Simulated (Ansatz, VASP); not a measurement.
# BeH4 in VASP and in Ansatz

The input INCAR:

```
ALGO = Normal
EDIFF = 1E-7
EDIFFG = -0.04
ENCUT = 600
GGA = PE
IBRION = 2
ISIF = 3
ISMEAR = 0
LASPH = T
LCHARG = F
LREAL = F
LWAVE = F
NELM = 80
NSW = 90
PREC = Accurate
SIGMA = 0.1
```

File KPOINTS:

```
k-points
0
Gamma
  4 4 4
```

The input POSCAR:

```
BeH4
1.0
    3.9817674600      0.0000000000      0.0000000000
    0.0000000000      3.9817674600      0.0000000000
    0.0000000000      0.0000000000      4.3474981200
Be H
2 8
Direct
    0.5000000000      0.5000000000      0.5000000000
    0.0000000000      0.0000000000      0.0000000000
    0.7681326900      0.3523626900      0.8421742300
    0.8523626900      0.2681326900      0.3421742300
    0.1476373100      0.7318673100      0.3421742300
    0.6476373100      0.7681326900      0.1578257700
    0.2681326900      0.1476373100      0.6578257700
    0.7318673100      0.8523626900      0.6578257700
    0.2318673100      0.6476373100      0.8421742300
    0.3523626900      0.2318673100      0.1578257700
```

Input for Ansatz:

```yaml
crystal:
  lattice:
    - [3.98176746, 0.0, 0.0]
    - [0.0, 3.98176746, 0.0]
    - [0.0, 0.0, 4.34749812]
  atoms:
    - { symbol: Be, position: [0.5, 0.5, 0.5] }
    - { symbol: Be, position: [0.0, 0.0, 0.0] }
    - { symbol: H, position: [0.76813269, 0.35236269, 0.84217423] }
    - { symbol: H, position: [0.85236269, 0.26813269, 0.34217423] }
    - { symbol: H, position: [0.14763731, 0.73186731, 0.34217423] }
    - { symbol: H, position: [0.64763731, 0.76813269, 0.15782577] }
    - { symbol: H, position: [0.26813269, 0.14763731, 0.65782577] }
    - { symbol: H, position: [0.73186731, 0.85236269, 0.65782577] }
    - { symbol: H, position: [0.23186731, 0.64763731, 0.84217423] }
    - { symbol: H, position: [0.35236269, 0.23186731, 0.15782577] }
basis:
  ecutwfc: 420
kpoints:
  mp_grid: { grid: [4, 4, 4] }
hamiltonian:
  xc: pbe
scf:
  occupations: { method: gaussian, width: 0.1 }
  lower_state_search: "off"
output:
  forces: true
  stress: true
  eigenvalues: true
relax:
  adjacent_minimum: "off"
  f_tol: 0.04
  max_steps: 70
  cell: { stress_tol: 0.4 }
```

Change from the starting cell: species swapped into the Pd4S type (P-42_1c, No. 114).

Alike in both runs: task relaxation of cell and atoms; functional PBE; k mesh 4 × 4 × 4; occupations gaussian, width 0.1 eV; no spin polarisation.

|  | VASP | Ansatz |
| --- | --- | --- |
| version | VASP 6.6.1 | Ansatz 0.2.0 |
| potentials or method | VASP PAW PBE potentials, release 64 (Be, H) | scalar-relativistic, plane waves, PAW |
| plane-wave cutoff (eV) | 600 | 420 |
| valence electrons in the cell | 12 | 12 |

```csv
,VASP,Ansatz,Ansatz less VASP
"gap on the k mesh at the Fermi level, each at its own relaxed structure (eV)",none,none,-
relaxed volume (Å³/atom),4.90,4.89,-0.012
relaxed cell length with the largest relative difference (Å),3.684,3.679,-0.0045
energy change over the relaxation (meV/atom),-363,-364,-0.4
```

A gap of «none» marks a metal or a gap that the smearing closes.

Caveats: the k mesh is coarse (spacing up to 0.39 Å⁻¹), so the values aren't converged; the volume moved by over 15 % at a fixed basis, so the end points are rough (VASP).
